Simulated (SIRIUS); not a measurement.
# Ni (Fm-3m) in SIRIUS: equation of state

Aim: energy against volume of Ni in PBEsol, for its equilibrium volume and stiffness.

Program: SIRIUS 7.12.0. These are calculated values, not measurements. Logs are shortened: lines on timing, memory, paths and dates and some standing lists are left out, and cuts for length are marked. The log counts tension as positive stress, the text compression.

## Step 1: The crystal as given

The structure is cubic, space group Fm-3m (No. 225). Conventional cell: a = 3.475 Å, b = 3.475 Å, c = 3.475 Å, α = 90.00°, β = 90.00°, γ = 90.00°. Around Ni (site symmetry m-3m) lie 12 Ni at 2.46 Å.

## Step 2: Equation of state, PBEsol, collinear spin, ferromagnetic start, 9.86 Å³/atom (volume scaled by 0.94)

File sirius.json:

```json
{
  "control": {
    "processing_unit": "cpu",
    "std_evp_solver_name": "lapack",
    "gen_evp_solver_name": "lapack",
    "verbosity": 2,
    "print_forces": false,
    "ortho_rf": true,
    "use_second_variation": true,
    "rmt_max": 3.0,
    "num_bands_to_print": 19,
    "save_wf": true
  },
  "parameters": {
    "electronic_structure_method": "full_potential_lapwlo",
    "xc_functionals": ["XC_GGA_X_PBE_SOL", "XC_GGA_C_PBE_SOL"],
    "core_relativity": "dirac",
    "valence_relativity": "iora",
    "num_fv_states": 19,
    "smearing": "fermi_dirac",
    "smearing_width": 0.0018374661,
    "pw_cutoff": 20,
    "gk_cutoff": 3.93,
    "lmax_apw": 10,
    "lmax_rho": 8,
    "lmax_pot": 8,
    "num_mag_dims": 1,
    "auto_rmt": 0,
    "ngridk": [13, 13, 13],
    "shiftk": [0, 0, 0],
    "num_dft_iter": 80,
    "energy_tol": 1e-07,
    "density_tol": 1e-05,
    "use_symmetry": true
  },
  "settings": {"tol_ne": 1e-10},
  "iterative_solver": {"type": "exact"},
  "mixer": {"type": "anderson", "beta": 0.4, "max_history": 8},
  "unit_cell": {
    "lattice_vectors": [[0.0, 3.2165071982, 3.2165071982], [3.2165071982, 0.0, 3.2165071982], [3.2165071982, 3.2165071982, 0.0]],
    "atom_types": ["Ni"],
    "atom_files": {"Ni": "Ni.json"},
    "atoms": {"Ni": [[0.0, 0.0, 0.0, 0.0, 0.0, 1.0]]}
  }
}
```

File Ni.json:

```json
{
  "name": "nickel",
  "symbol": "Ni",
  "number": 28,
  "mass": 58.6934,
  "rmin": 1e-06,
  "rmt": 2.24,
  "nrmt": 800,
  "rinf": 14.89,
  "core": "1s2s2p",
  "valence": [
    {"basis": [{"enu": 0.13, "dme": 0, "n": 0, "auto": 0}, {"enu": 0.13, "dme": 1, "n": 0, "auto": 0}]},
    {"l": 0, "n": 1, "basis": [{"enu": 0.23, "dme": 0, "n": 0, "auto": 0}]},
    {"l": 1, "n": 2, "basis": [{"enu": 0.23, "dme": 0, "n": 0, "auto": 0}]},
    {"l": 2, "n": 3, "basis": [{"enu": 0.2191, "dme": 0, "n": 0, "auto": 0}]},
    {"l": 3, "n": 4, "basis": [{"enu": 0.23, "dme": 0, "n": 0, "auto": 0}]}
  ],
  "lo": [
    {"l": 0, "basis": [{"enu": 0.23, "dme": 0, "n": 0, "auto": 0}, {"enu": 0.23, "dme": 1, "n": 0, "auto": 0}]},
    {
      "l": 0,
      "basis": [{"enu": -3.6066, "dme": 0, "n": 3, "auto": 1}, {"enu": -3.6066, "dme": 1, "n": 3, "auto": 1}]
    },
    {
      "l": 0,
      "basis": [{"enu": -3.6066, "dme": 1, "n": 3, "auto": 1}, {"enu": 0.23, "dme": 0, "n": 0, "auto": 0}]
    },
    {"l": 0, "basis": [{"enu": 0.23, "dme": 0, "n": 0, "auto": 0}, {"enu": 3.4188, "dme": 0, "n": 0, "auto": 0}]},
    {"l": 1, "basis": [{"enu": 0.23, "dme": 0, "n": 0, "auto": 0}, {"enu": 0.23, "dme": 1, "n": 0, "auto": 0}]},
    {
      "l": 1,
      "basis": [{"enu": -2.1709, "dme": 0, "n": 3, "auto": 1}, {"enu": -2.1709, "dme": 1, "n": 3, "auto": 1}]
    },
    {
      "l": 1,
      "basis": [{"enu": -2.1709, "dme": 1, "n": 3, "auto": 1}, {"enu": 0.23, "dme": 0, "n": 0, "auto": 0}]
    },
    {"l": 1, "basis": [{"enu": 0.23, "dme": 0, "n": 0, "auto": 0}, {"enu": 3.8971, "dme": 0, "n": 0, "auto": 0}]},
    {
      "l": 2,
      "basis": [{"enu": 0.2191, "dme": 0, "n": 0, "auto": 0}, {"enu": 0.2191, "dme": 1, "n": 0, "auto": 0}]
    },
    {
      "l": 2,
      "basis": [{"enu": 0.2191, "dme": 1, "n": 0, "auto": 0}, {"enu": 0.2191, "dme": 2, "n": 0, "auto": 0}]
    },
    {
      "l": 2,
      "basis": [{"enu": 0.2191, "dme": 0, "n": 0, "auto": 0}, {"enu": 3.3281, "dme": 0, "n": 0, "auto": 0}]
    },
    {"l": 3, "basis": [{"enu": 0.23, "dme": 0, "n": 0, "auto": 0}, {"enu": 0.23, "dme": 1, "n": 0, "auto": 0}]},
    {"l": 3, "basis": [{"enu": 0.23, "dme": 0, "n": 0, "auto": 0}, {"enu": 3.6978, "dme": 0, "n": 0, "auto": 0}]}
  ],
  "free_atom": [... radial grid and density of the free atom, the start of the SCF ...]
}
```

File sirius_start.json:

```json
{
  "control": {
    "processing_unit": "cpu",
    "std_evp_solver_name": "lapack",
    "gen_evp_solver_name": "lapack",
    "verbosity": 1,
    "print_forces": false,
    "ortho_rf": true,
    "use_second_variation": true,
    "rmt_max": 3.0,
    "num_bands_to_print": 19,
    "save_wf": false
  },
  "parameters": {
    "electronic_structure_method": "full_potential_lapwlo",
    "xc_functionals": ["XC_LDA_X", "XC_LDA_C_PW"],
    "core_relativity": "dirac",
    "valence_relativity": "iora",
    "num_fv_states": 19,
    "smearing": "fermi_dirac",
    "smearing_width": 0.0055123983,
    "pw_cutoff": 20,
    "gk_cutoff": 3.14,
    "lmax_apw": 10,
    "lmax_rho": 8,
    "lmax_pot": 8,
    "num_mag_dims": 1,
    "auto_rmt": 0,
    "ngridk": [5, 5, 5],
    "shiftk": [0, 0, 0],
    "num_dft_iter": 30,
    "energy_tol": 0.01,
    "density_tol": 0.05,
    "use_symmetry": true
  },
  "settings": {"tol_ne": 1e-10},
  "iterative_solver": {"type": "exact"},
  "mixer": {"type": "anderson", "beta": 0.4, "max_history": 8},
  "unit_cell": {
    "lattice_vectors": [[0.0, 3.2165071982, 3.2165071982], [3.2165071982, 0.0, 3.2165071982], [3.2165071982, 3.2165071982, 0.0]],
    "atom_types": ["Ni"],
    "atom_files": {"Ni": "Ni.json"},
    "atoms": {"Ni": [[0.0, 0.0, 0.0, 0.0, 0.0, 1.0]]}
  }
}
```

Potentials or basis: all-electron FP-LAPW, apw+lo standard.

Run with:

```sh
OMP_NUM_THREADS=1 sirius.scf --input=sirius_start.json --output=start.json
OMP_NUM_THREADS=1 sirius.scf --input=sirius.json --output=output.json --task=1
```

Standard output:

```text
[info] SIRIUS version : 7.12.0
[info] number of MPI ranks           : 1
[info] MPI grid                      : 1 1
[info] maximum number of OMP threads : 1
[fft] FFT context for density and potential
[fft] =====================================
[fft]   plane wave cutoff                     : 20
[fft]   grid size                             : 32 32 32   total : 32768
[fft]   grid limits                           : -15 16   -15 16   -15 16
[fft]   number of G-vectors within the cutoff : 9089
[fft]   number of G-shells                    : 279
[fft] FFT context for coarse grid
[fft] =====================================
[fft]   plane wave cutoff                     : 7.86
[fft]   grid size                             : 15 15 15   total : 3375
[fft]   grid limits                           : -7 7   -7 7   -7 7
[fft]   number of G-vectors within the cutoff : 537
[fft]   number of G-shells                    : 27
[unit cell] lattice vectors
[unit cell]   a1 :       0.0000000000      3.2165071982      3.2165071982
[unit cell]   a2 :       3.2165071982      0.0000000000      3.2165071982
[unit cell]   a3 :       3.2165071982      3.2165071982      0.0000000000
[unit cell] reciprocal lattice vectors
[unit cell]   b1 :      -0.9767093496      0.9767093496      0.9767093496
[unit cell]   b2 :       0.9767093496     -0.9767093496      0.9767093496
[unit cell]   b3 :       0.9767093496      0.9767093496     -0.9767093496
[unit cell] unit cell volume :        66.55544302 [a.u.^3]
[unit cell] 1/sqrt(omega)    :         0.12257678
[unit cell] MT volume        :        47.07958916 (70.74%)
[unit cell] IT volume        :        19.47585386 (29.26%)
[unit cell] number of atom types : 1
[unit cell] type id : 0 symbol : Ni mt_radius :   2.240000 num_atoms : 1
[unit cell] total number of atoms : 1
[unit cell] number of symmetry classes : 1
[unit cell] atom id  type id  class id             position                      vector_field
[unit cell] ------------------------------------------------------------------------------------------
[unit cell]      0        0        0      0.00000   0.00000   0.00000      0.00000   0.00000   1.00000
[unit cell] atom id         position (Cartesian, a.u.)
[unit cell] ---------------------------------------------
[unit cell]      0       0.000000    0.000000    0.000000
[unit cell] class id : 0 atom id : 0
[unit cell] minimum bond length:     4.548828
[sym] space group number   : 225
[sym] international symbol : Fm-3m
[sym] Hall symbol          : -F 4 2 3
[sym] space group transformation matrix :
[... 329 lines left out ...]
[diagonalize]            -3.447955   -1.997476   -1.992914   -1.992914    0.042515    0.236178    0.262137    0.262137    0.302108    0.302108    0.932677    1.232385    1.323606    1.323606    1.535142    1.535142    1.559625    1.767737    1.767737
[diagonalize] ik:    4   -3.478856   -2.030790   -2.024014   -2.024014    0.084303    0.217059    0.232873    0.232873    0.285744    0.285744    0.783484    1.203939    1.300933    1.300933    1.468089    1.468089    1.591179    1.854899    1.854899
[diagonalize]            -3.447478   -2.000317   -1.993314   -1.993314    0.089784    0.237279    0.258464    0.258464    0.313150    0.313150    0.793655    1.203212    1.307683    1.307683    1.472983    1.472983    1.594685    1.862012    1.862012
[diagonalize] ...
[diagonalize] ik:   79   -3.477664   -2.031256   -2.029915   -2.026570    0.172130    0.185088    0.206161    0.270440    0.303508    0.556126    0.603387    0.772251    0.863911    1.375143    1.528433    1.690057    1.829742    1.993241    2.173337
[diagonalize]            -3.446253   -2.000789   -1.999403   -1.995949    0.188874    0.206637    0.228950    0.294370    0.334664    0.567626    0.614878    0.781031    0.871018    1.379471    1.532358    1.695652    1.836728    1.994902    2.177138
[diagonalize] ik:   80   -3.477762   -2.031388   -2.029465   -2.026163    0.174420    0.192897    0.194284    0.270945    0.296613    0.475978    0.686306    0.770292    0.910781    1.406859    1.467491    1.679558    1.901768    1.935293    2.125148
[diagonalize]            -3.446354   -2.000927   -1.998938   -1.995529    0.189752    0.215774    0.215890    0.294727    0.327503    0.490768    0.696683    0.778511    0.917820    1.410761    1.471543    1.686130    1.907903    1.936980    2.129403
[diagonalize] ik:   81   -3.477610   -2.032387   -2.028570   -2.027147    0.152262    0.168342    0.239337    0.285392    0.309154    0.500612    0.728156    0.749518    0.811784    1.291381    1.447729    1.712758    1.991103    2.155107    2.195259
[diagonalize]            -3.446198   -2.001955   -1.998013   -1.996545    0.168220    0.191100    0.262413    0.309928    0.340769    0.511970    0.738611    0.758008    0.817881    1.297227    1.453945    1.715924    1.997493    2.157239    2.196300
[diagonalize] ik:   82   -3.477592   -2.031630   -2.029556   -2.027072    0.161213    0.177729    0.222144    0.276888    0.309041    0.566535    0.654888    0.721485    0.820820    1.342915    1.553158    1.629338    1.882172    2.105624    2.255189
[diagonalize]            -3.446180   -2.001173   -1.999031   -1.996467    0.177778    0.200155    0.245060    0.300941    0.340661    0.576989    0.664680    0.731659    0.827707    1.348020    1.559114    1.632580    1.889056    2.107191    2.258151
[diagonalize] ik:   83   -3.477601   -2.031021   -2.030058   -2.027127    0.166408    0.190769    0.203817    0.272447    0.309093    0.576115    0.654492    0.735211    0.785651    1.449989    1.503416    1.616783    1.818040    2.150905    2.201994
[diagonalize]            -3.446189   -2.000544   -1.999550   -1.996525    0.182996    0.213457    0.226312    0.296235    0.340711    0.587181    0.664362    0.744639    0.793261    1.454261    1.507375    1.622428    1.825080    2.152176    2.204316
[generate_core_charge_density] atom class : 0
[generate_core_charge_density]   n,l,k : 1 0 1  energy :        -300.84721524
[generate_core_charge_density]   n,l,k : 2 0 1  energy :         -35.42938603
[generate_core_charge_density]   n,l,k : 2 1 1  energy :         -30.83832294
[generate_core_charge_density]   n,l,k : 2 1 2  energy :         -30.19658083
[find] total moment          : [  0.00000,   0.00000,   0.63266], magnitude : 0.632663
[find] Total energy                   :   -1519.55683473 (Ha),   -3039.11366945 (Ry)
[find] iteration : 1, RMS (target) : 7.1549e-02 (1.0000e-05) , energy difference (target) : -2.2610e-05 (1.0000e-07)
[find] total moment          : [  0.00000,   0.00000,   0.62899], magnitude : 0.628992
[find] Total energy                   :   -1519.55677195 (Ha),   -3039.11354391 (Ry)
[find] iteration : 2, RMS (target) : 1.9262e-02 (1.0000e-05) , energy difference (target) : 6.2774e-05 (1.0000e-07)
[find] total moment          : [  0.00000,   0.00000,   0.62417], magnitude : 0.624168
[find] Total energy                   :   -1519.55685780 (Ha),   -3039.11371561 (Ry)
[find] iteration : 3, RMS (target) : 2.3738e-03 (1.0000e-05) , energy difference (target) : -8.5851e-05 (1.0000e-07)
[find] total moment          : [  0.00000,   0.00000,   0.62367], magnitude : 0.623671
[find] Total energy                   :   -1519.55685772 (Ha),   -3039.11371544 (Ry)
[find] iteration : 4, RMS (target) : 4.4539e-04 (1.0000e-05) , energy difference (target) : 8.6146e-08 (1.0000e-07)
[find] total moment          : [  0.00000,   0.00000,   0.62383], magnitude : 0.623827
[... 20 lines left out ...]
[find] valence_eval_sum               :     -16.45111622
[find] core_eval_sum                  :    -854.83980314
[find] kinetic energy                 :    1543.44792958
[find] enuc                           :   -1834.14972985
[find] <rho|V^{XC}>                   :     -81.66963304
[find] <rho|E^{XC}>                   :     -62.32539878
[find] <mag|B^{XC}>                   :      -0.00990946
[find] <rho|V^{H}>                    :   -2333.05930644
[find] smearing (-TS)                 :      -0.00043314
[find] SCF correction                 :      -0.00000571
[find] Total energy                   :   -1519.55685798 (Ha),   -3039.11371597 (Ry)
[find] Free energy (E-TS)             :   -1519.55729113 (Ha),   -3039.11458225 (Ry)
[find] band gap (eV)                  :       0.00000000
[find] Efermi                         :       0.34000032
[find] iteration : 8, RMS (target) : 3.1758e-06 (1.0000e-05) , energy difference (target) : -9.3189e-08 (1.0000e-07)
[find] converged after 9 SCF iterations!
[find] Charges and magnetic moments
[find] --------------------------------------------------------------------------------
[find] atom      charge    core leakage                 moment                |moment|
[find] --------------------------------------------------------------------------------
[find]    0   27.146283    3.515771e-13  [  0.00000,   0.00000,   0.64487]    0.644873
[find] total core leakage    : 3.51577145e-13
[find] interstitial charge   : 0.853716
[find] interstitial moment   : [  0.00000,   0.00000,  -0.02102], magnitude : 0.021020
[find] total charge          : 28.000000
[find] total moment          : [  0.00000,   0.00000,   0.62385], magnitude : 0.623853
[find] Energy
[find] --------------------------------------------------------------------------------
[find] valence_eval_sum               :     -16.45111622
[find] core_eval_sum                  :    -854.83980314
[find] kinetic energy                 :    1543.44792958
[find] enuc                           :   -1834.14972985
[find] <rho|V^{XC}>                   :     -81.66963304
[find] <rho|E^{XC}>                   :     -62.32539878
[find] <mag|B^{XC}>                   :      -0.00990946
[find] <rho|V^{H}>                    :   -2333.05930644
[find] smearing (-TS)                 :      -0.00043314
[find] SCF correction                 :      -0.00000571
[find] Total energy                   :   -1519.55685798 (Ha),   -3039.11371597 (Ry)
[find] Free energy (E-TS)             :   -1519.55729113 (Ha),   -3039.11458225 (Ry)
[find] band gap (eV)                  :       0.00000000
[find] Efermi                         :       0.34000032
```

Wall time 32 s (1 thread of Arm Neoverse V1, shared host); peak memory 0.45 GiB.

What came out:

| Property | Result |
| --- | --- |
| Free energy | -41349.2604 eV |
| Band gap on the k mesh | none (metal or under the smearing width) |
| Net moment | 0.62 μB per cell |
| Site moments | Ni +0.64 μB |
| All electrons inside the program's atomic spheres | Ni 27.15 (radii Ni 2.24 bohr) |

## Step 3: Equation of state, PBEsol, collinear spin, ferromagnetic start, 10.07 Å³/atom (volume scaled by 0.96)

Edit sirius.json of step 2 so:

```diff
@@ -39,3 +39,3 @@
   "unit_cell": {
-    "lattice_vectors": [[0.0, 3.2165071982, 3.2165071982], [3.2165071982, 0.0, 3.2165071982], [3.2165071982, 3.2165071982, 0.0]],
+    "lattice_vectors": [[0.0, 3.2391594039, 3.2391594039], [3.2391594039, 0.0, 3.2391594039], [3.2391594039, 3.2391594039, 0.0]],
     "atom_types": ["Ni"],
```

File Ni.json:

```json
{
  "name": "nickel",
  "symbol": "Ni",
  "number": 28,
  "mass": 58.6934,
  "rmin": 1e-06,
  "rmt": 2.24,
  "nrmt": 800,
  "rinf": 14.89,
  "core": "1s2s2p",
  "valence": [
    {"basis": [{"enu": 0.12, "dme": 0, "n": 0, "auto": 0}, {"enu": 0.12, "dme": 1, "n": 0, "auto": 0}]},
    {"l": 0, "n": 1, "basis": [{"enu": 0.22, "dme": 0, "n": 0, "auto": 0}]},
    {"l": 1, "n": 2, "basis": [{"enu": 0.22, "dme": 0, "n": 0, "auto": 0}]},
    {"l": 2, "n": 3, "basis": [{"enu": 0.2091, "dme": 0, "n": 0, "auto": 0}]},
    {"l": 3, "n": 4, "basis": [{"enu": 0.22, "dme": 0, "n": 0, "auto": 0}]}
  ],
  "lo": [
    {"l": 0, "basis": [{"enu": 0.22, "dme": 0, "n": 0, "auto": 0}, {"enu": 0.22, "dme": 1, "n": 0, "auto": 0}]},
    {
      "l": 0,
      "basis": [{"enu": -3.6166, "dme": 0, "n": 3, "auto": 1}, {"enu": -3.6166, "dme": 1, "n": 3, "auto": 1}]
    },
    {
      "l": 0,
      "basis": [{"enu": -3.6166, "dme": 1, "n": 3, "auto": 1}, {"enu": 0.22, "dme": 0, "n": 0, "auto": 0}]
    },
    {"l": 0, "basis": [{"enu": 0.22, "dme": 0, "n": 0, "auto": 0}, {"enu": 3.4088, "dme": 0, "n": 0, "auto": 0}]},
    {"l": 1, "basis": [{"enu": 0.22, "dme": 0, "n": 0, "auto": 0}, {"enu": 0.22, "dme": 1, "n": 0, "auto": 0}]},
    {
      "l": 1,
      "basis": [{"enu": -2.1809, "dme": 0, "n": 3, "auto": 1}, {"enu": -2.1809, "dme": 1, "n": 3, "auto": 1}]
    },
    {
      "l": 1,
      "basis": [{"enu": -2.1809, "dme": 1, "n": 3, "auto": 1}, {"enu": 0.22, "dme": 0, "n": 0, "auto": 0}]
    },
    {"l": 1, "basis": [{"enu": 0.22, "dme": 0, "n": 0, "auto": 0}, {"enu": 3.8871, "dme": 0, "n": 0, "auto": 0}]},
    {
      "l": 2,
      "basis": [{"enu": 0.2091, "dme": 0, "n": 0, "auto": 0}, {"enu": 0.2091, "dme": 1, "n": 0, "auto": 0}]
    },
    {
      "l": 2,
      "basis": [{"enu": 0.2091, "dme": 1, "n": 0, "auto": 0}, {"enu": 0.2091, "dme": 2, "n": 0, "auto": 0}]
    },
    {
      "l": 2,
      "basis": [{"enu": 0.2091, "dme": 0, "n": 0, "auto": 0}, {"enu": 3.3181, "dme": 0, "n": 0, "auto": 0}]
    },
    {"l": 3, "basis": [{"enu": 0.22, "dme": 0, "n": 0, "auto": 0}, {"enu": 0.22, "dme": 1, "n": 0, "auto": 0}]},
    {"l": 3, "basis": [{"enu": 0.22, "dme": 0, "n": 0, "auto": 0}, {"enu": 3.6878, "dme": 0, "n": 0, "auto": 0}]}
  ],
  "free_atom": [... radial grid and density of the free atom, the start of the SCF ...]
}
```

Edit sirius_start.json of step 2 so:

```diff
@@ -39,3 +39,3 @@
   "unit_cell": {
-    "lattice_vectors": [[0.0, 3.2165071982, 3.2165071982], [3.2165071982, 0.0, 3.2165071982], [3.2165071982, 3.2165071982, 0.0]],
+    "lattice_vectors": [[0.0, 3.2391594039, 3.2391594039], [3.2391594039, 0.0, 3.2391594039], [3.2391594039, 3.2391594039, 0.0]],
     "atom_types": ["Ni"],
```

Potentials or basis: all-electron FP-LAPW, apw+lo standard.

Run with:

```sh
OMP_NUM_THREADS=1 sirius.scf --input=sirius_start.json --output=start.json
OMP_NUM_THREADS=1 sirius.scf --input=sirius.json --output=output.json --task=1
```

Run time: 30 s. Hardware: 1 thread of Arm Neoverse V1, shared host; peak memory 0.45 GiB.

It converged, with:

* Free energy: -41349.2739 eV
* Band gap on the k mesh: none (metal or under the smearing width)
* Net moment: 0.63 μB per cell
* Site moments: Ni +0.65 μB
* All electrons inside the program's atomic spheres: Ni 27.11 (radii Ni 2.24 bohr)

(Continued in part 2 of 3.)
